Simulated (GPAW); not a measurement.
Crystal: I.

```
I
1.0
     3.63503   -2.39502    0.00000
     3.63503    2.39502    0.00000
     0.00000    0.00000    9.79344
I
4
Direct
  0.64930 0.35070 0.38440
  0.14930 0.85070 0.11560
  0.35070 0.64930 0.61560
  0.85070 0.14930 0.88440
```

| Quantity | Value |
| --- | --- |
| Program | GPAW 26.7.0 |
| Task | relaxation of cell and atoms |
| Functional | PBEsol |
| Potentials or basis | PAW data sets generated in the run's folder for this functional |
| Cutoff | 600 eV |
| Basis | pw |
| k mesh | 5 × 5 × 2 |
| Occupations | fermi-dirac, width 0.05 eV |
| Spin | no spin polarisation |

At the start: pressure 0.3 GPa; volume 42.63 Å³/atom.

How do energy, volume and symmetry change on relaxing?

Over 22 steps the energy falls by 54.6 meV/atom and the volume is 40.02 Å³/atom (-6.1 %); space group Cmce (No. 64, to 0.05 Å).

The path:
| step | energy change (eV) | largest force (eV/Å) | pressure (GPa) | volume (Å³) |
| --- | --- | --- | --- | --- |
| 1 | 0.0000 | 0.9069 | 0.34 | 170.52 |
| 2 | -0.0414 | 0.6582 | -0.13 | 170.69 |
| 3 | -0.0990 | 0.1724 | -1.04 | 170.51 |
| 4 | -0.1131 | 0.0454 | -1.24 | 169.80 |
| 5 | -0.1325 | 0.1377 | -1.31 | 167.86 |
| 6 | -0.1503 | 0.2431 | -1.06 | 165.09 |
| 7 | -0.1659 | 0.2509 | -0.59 | 162.51 |
| 8 | -0.1786 | 0.1558 | 0.00 | 160.57 |
| 9 | -0.1810 | 0.1337 | 0.11 | 160.47 |
| 10 | -0.1831 | 0.1351 | 0.15 | 160.39 |
| 11 | -0.1919 | 0.1712 | 0.23 | 159.74 |
| 12 | -0.2006 | 0.1782 | 0.24 | 158.68 |
| 13 | -0.2069 | 0.1124 | 0.17 | 157.69 |
| 14 | -0.2093 | 0.0348 | 0.08 | 157.35 |
| 15 | -0.2096 | 0.0257 | 0.06 | 157.35 |
| 16 | -0.2098 | 0.0306 | 0.05 | 157.39 |
| 17 | -0.2106 | 0.0568 | 0.01 | 157.60 |
| 18 | -0.2122 | 0.0881 | -0.04 | 158.05 |
| 19 | -0.2148 | 0.1086 | -0.09 | 158.94 |
| 20 | -0.2172 | 0.0817 | -0.09 | 159.80 |
| 21 | -0.2184 | 0.0227 | -0.03 | 160.11 |
| 22 | -0.2185 | 0.0010 | 0.00 | 160.07 |

Final structure:
```yaml
crystal:
  lattice:
    - [3.78136, -2.17252, 0.00000]
    - [3.78136, 2.17252, 0.00000]
    - [0.00000, -0.00001, 9.74223]
  atoms:
    - { symbol: I, position: [0.67080, 0.32920, 0.37672] }
    - { symbol: I, position: [0.17080, 0.82920, 0.12328] }
    - { symbol: I, position: [0.32920, 0.67080, 0.62328] }
    - { symbol: I, position: [0.82920, 0.17080, 0.87672] }
```

Caveat: later steps reuse the first step's grids.
